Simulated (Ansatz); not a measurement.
Starting cell, InN (zinc blende):

```xyz
2
Lattice="0.0000 2.5245 2.5245 2.5245 0.0000 2.5245 2.5245 2.5245 0.0000" Properties=species:S:1:pos:R:3 pbc="T T T"
N      3.7867     3.7867     3.7867
In     0.0000     0.0000     0.0000
```

In this cell atom 2 (In, nearest neighbour N at 2.186 Å; its periodic images, 3.6 Å or more away, move with it) is moved by s along Cartesian z, unit vector (0.000, 0.000, 1.000); all other atoms and the cell stay fixed.

Computed with PBE (plane waves to 420 eV, PAW, scalar-relativistic; Ansatz, an electronic-structure program). k mesh 9×9×9 (Γ-centred), Fermi-Dirac smearing 0.05 eV. E stands for the smeared free energy. With partly filled bands, energies and forces of such displacements shift with the k mesh and the smearing. At this level the bands of InN touch or barely overlap; measurements give the solid a gap. InN was relaxed with its symmetry unable to fall. ΔE is measured from the undisplaced structure. The last digit holds for this mesh only.

```
s (Å)   ΔE (meV/cell)
------  -------------
-0.440          739.7
-0.352          494.1
-0.264          287.3
-0.176          130.7
-0.088           33.1
0.000             0.0
0.088            33.1
0.176           130.7
0.264           287.3
0.352           494.1
0.440           739.7
```

What force constant k = d²E/ds² at s = 0 does the table give?

8.6 eV/Å². It is the second difference of the nearest points, corrected with the next pair.

With k = 8.60 eV/Å² from the forces, is the well harmonic out to s = 0.440 Å?

½ks² = 832 meV/cell against the computed 740 meV/cell, so the well is softer than harmonic there.

(For displaced atoms, the force is minus the slope of the energy, and its curvature is a force constant, which sets phonon frequencies.)
